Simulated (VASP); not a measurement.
# In (a cell with a defect) in VASP: further runs, part 2 of 2

VASP 6.6.1.

## 4. Single point, PBE

INCAR reads:

```
PREC     = Accurate       # precision mode
ENCUT    = 520            # plane-wave cutoff, eV
EDIFF    = 1E-6           # SCF threshold, eV
ISMEAR   = -1             # smearing method
SIGMA    = 0.05           # smearing width, eV
LREAL    = False          # projectors in reciprocal space
LASPH    = True           # aspherical terms in the spheres
NELM     = 100            # most SCF steps
ALGO     = Fast           # electronic algorithm
ISIF     = 2              # what is computed and relaxed
LWAVE    = False          # write WAVECAR
LCHARG   = True           # write CHGCAR
GGA      = PE             # functional
LELF     = True           # ELF
LVHAR    = True         
NBANDS   = 82             # bands
```

KPOINTS reads:

```
regular mesh
0
Gamma
  3 3 2
```

POSCAR reads:

```
In
1.0
   -3.2456294400      3.2456294400      4.9312975400
    3.2456294400     -3.2456294400      4.9312975400
    4.8684441600      4.8684441600     -7.3969463100
In
11
Direct
   -0.0143681181      0.0572446474      0.0093357341
   -0.0547471887      0.0167310882      0.3267477140
   -0.0154948756      0.0178096042      0.6680056078
    0.0295106302      0.5307502295      0.3733344659
    0.0112397057      0.5125036454      0.7021664186
    0.4716056180     -0.0269537616     -0.0370904942
    0.2504826578     -0.2481381890      0.1679890891
    0.4898237483     -0.0087265421      0.6339167912
    0.5559098932      0.4870058473      0.0094062905
    0.5154219325      0.4466841101      0.3268178596
    0.5166929449      0.4860763875      0.6682106014
```

Launch:

```console
cat potpaw_PBE.64/In_d/POTCAR > POTCAR
mpirun -np 1 vasp_std > vasp.out
```

It took 17 min on 1 thread of Intel Xeon Platinum 8375C at 2.90GHz (Ice Lake), shared host; peak memory 0.53 GiB.

The run converged. Its results:

- Free energy: -28.0650 eV
- Pressure: 0.0 GPa
- Largest force: 0.011 eV/Å
- Band gap on the k mesh: none (metal or under the smearing width)

Forces in eV/Å, atoms in the order of the input:
```
In   0.001  0.010  0.003
In  -0.010 -0.001 -0.003
In   0.005 -0.005  0.000
In  -0.007 -0.007 -0.002
In   0.000  0.000 -0.002
In   0.007  0.007  0.003
In   0.000  0.000  0.000
In   0.001  0.000  0.002
In   0.010  0.001  0.003
In  -0.002 -0.010 -0.003
In  -0.005  0.005  0.000
```

Stress tensor (GPa, compression positive):
```
 0.36 -0.73  0.19
-0.73  0.36  0.19
 0.19  0.19 -0.66
```

Levels at points of the mesh, in eV from the Fermi level:
| k point | band 70 | band 71 | band 72 | band 73 | band 74 | band 75 |
| --- | --- | --- | --- | --- | --- | --- |
| (0.00, 0.00, 0.00) | -1.46 | -0.70 | -0.64 | -0.11 | 0.11 | 0.52 |
| (0.00, 0.00, 0.50) | -1.12 | -0.85 | -0.53 | -0.42 | 0.06 | 0.43 |

Caveat: the k mesh is coarse (spacing up to 0.46 Å⁻¹), so the values aren't converged.

## 5. Single point, PBE

INCAR reads:

```
SYSTEM = In
PREC     = Accurate       ! precision mode
ENCUT    = 520            ! plane-wave cutoff, eV
EDIFF    = 1E-6           ! SCF threshold, eV
ISMEAR   = -1             ! smearing method
SIGMA    = 0.05           ! smearing width, eV
LREAL    = .FALSE.        ! projectors in reciprocal space
LASPH    = .TRUE.         ! aspherical terms in the spheres
NELM     = 80             ! most SCF steps
ALGO     = Fast           ! electronic algorithm
ISIF     = 2              ! what is computed and relaxed
LWAVE    = .FALSE.        ! write WAVECAR
LCHARG   = .FALSE.        ! write CHGCAR
GGA      = PE             ! functional
NBANDS   = 82             ! bands
```

KPOINTS reads:

```
Automatic mesh
0
G
  3 3 2
  0 0 0
```

POSCAR reads:

```
In
1.0
   -3.2456294400      3.2456294400      4.9312975400
    3.2456294400     -3.2456294400      4.9312975400
    4.8684441600      4.8684441600     -7.3969463100
In
11
Direct
   -0.0096396872      0.0449626645      0.0105442310
   -0.0355820092      0.0201832910      0.3310465206
   -0.0137831934      0.0210713709      0.6702601268
    0.0260013896      0.5272533131      0.3660323383
    0.0016206136      0.5028942587      0.6824793283
    0.4689243925     -0.0297110894     -0.0289564788
    0.1144307350     -0.3842292414      0.0794710769
    0.4972546456     -0.0013534149      0.6424477507
    0.5436331543      0.4917057846      0.0106052362
    0.5188972589      0.4657993920      0.3311004393
    0.5198649296      0.4876554608      0.6703730992
```

Launch:

```console
cat potpaw_PBE.64/In_d/POTCAR > POTCAR
mpirun -np 1 vasp_std > vasp.out
```

Run time: 13 min. Hardware: 1 thread of Intel Xeon Platinum 8375C at 2.90GHz (Ice Lake), shared host; peak memory 0.53 GiB.

Results (log left out):

```yaml
Free_energy: -28.1636 eV
Pressure: -0.1 GPa
Largest_force: 0.132 eV/Å
Band_gap_on_the_k_mesh: none (metal or under the smearing width)
```

Forces on the atoms (eV/Å):
```
In  -0.017  0.030 -0.007
In   0.002  0.021  0.022
In   0.002  0.004  0.019
In   0.014  0.014  0.010
In  -0.010 -0.010  0.019
In   0.015  0.015  0.002
In  -0.066 -0.065 -0.094
In   0.004  0.004 -0.005
In   0.030 -0.017 -0.006
In   0.021  0.002  0.022
In   0.004  0.002  0.019
```

Stress tensor (GPa, compression positive):
```
 0.25 -0.28  0.00
-0.28  0.25  0.00
 0.00  0.00 -0.71
```

Levels at points of the mesh, in eV from the Fermi level:
| k point | band 67 | band 68 | band 69 | band 70 | band 71 | band 72 | band 73 | band 74 | band 75 | band 76 |
| --- | --- | --- | --- | --- | --- | --- | --- | --- | --- | --- |
| (0.00, 0.00, 0.00) | -2.08 | -1.65 | -1.48 | -1.38 | -1.03 | -0.68 | -0.10 | 0.08 | 0.42 | 1.41 |
| (0.00, 0.00, 0.50) | -2.28 | -1.57 | -1.38 | -1.23 | -0.86 | -0.51 | -0.48 | -0.01 | 0.38 | 0.51 |

Caveat: the k mesh is coarse (spacing up to 0.46 Å⁻¹), so the values aren't converged.

## 6. Single point, PBE

INCAR reads:

```
SYSTEM = In
ALGO = Fast
EDIFF = 1E-7
ENCUT = 520
GGA = PE
ISIF = 2
ISMEAR = -1
LASPH = .TRUE.
LCHARG = .FALSE.
LREAL = .FALSE.
LWAVE = .FALSE.
NBANDS = 82
NELM = 60
PREC = Accurate
SIGMA = 0.05
```

KPOINTS reads:

```
k-points
0
G
  3 3 2
  0 0 0
```

POSCAR reads:

```
In
1.0
   -3.2456294400      3.2456294400      4.9312975400
    3.2456294400     -3.2456294400      4.9312975400
    4.8684441600      4.8684441600     -7.3969463100
In
11
Direct
    0.0106859391      0.0019387914      0.0089022280
    0.0005199031      0.0018242726      0.3347216167
   -0.0093121067      0.0019393318      0.6605601080
    0.0006782603      0.5017821386      0.3346887520
   -0.0184925849      0.4828063250      0.6547614382
    0.4851506391     -0.0135791235     -0.0051977591
    0.0197122331     -0.4789138516      0.0146631034
    0.5162606434      0.0175901914      0.6746447925
    0.5005905009      0.5119872117      0.0089280063
    0.5006988539      0.5021010472      0.3347545841
    0.5006743086      0.4919997201      0.6605398756
```

Potentials or basis: VASP PAW PBE potentials, release 64 (In_d).

Launch:

```console
cat potpaw_PBE.64/In_d/POTCAR > POTCAR
mpirun -np 1 vasp_std > vasp.out
```

Run time: 14 min. Hardware: 1 thread of Intel Xeon Platinum 8375C at 2.90GHz (Ice Lake), shared host; peak memory 0.53 GiB.

It converged, with:

```
Free energy            : -28.2356 eV
Pressure               : -0.1 GPa
Largest force          : 0.003 eV/Å
Band gap on the k mesh : none (metal or under the smearing width)
```

Forces on the atoms (eV/Å):
```
In   0.000  0.002  0.002
In   0.000  0.000  0.001
In  -0.001 -0.002 -0.002
In   0.001  0.000  0.000
In  -0.001  0.000 -0.001
In   0.001  0.001 -0.002
In   0.001  0.001  0.001
In  -0.002 -0.002  0.001
In   0.002  0.000  0.002
In   0.000  0.000  0.000
In  -0.002 -0.001 -0.002
```

Stress tensor (GPa, compression positive):
```
 0.17 -0.05  0.02
-0.05  0.17  0.02
 0.02  0.02 -0.64
```

Levels at points of the mesh, in eV from the Fermi level:
| k point | band 68 | band 69 | band 70 | band 71 | band 72 | band 73 | band 74 | band 75 |
| --- | --- | --- | --- | --- | --- | --- | --- | --- |
| (0.00, 0.00, 0.00) | -1.74 | -1.52 | -1.45 | -1.05 | -0.62 | -0.06 | 0.05 | 0.54 |
| (0.00, 0.00, 0.50) | -1.47 | -1.43 | -1.36 | -0.73 | -0.60 | -0.40 | -0.07 | 0.40 |

Caveat: the k mesh is coarse (spacing up to 0.46 Å⁻¹), so the values aren't converged.
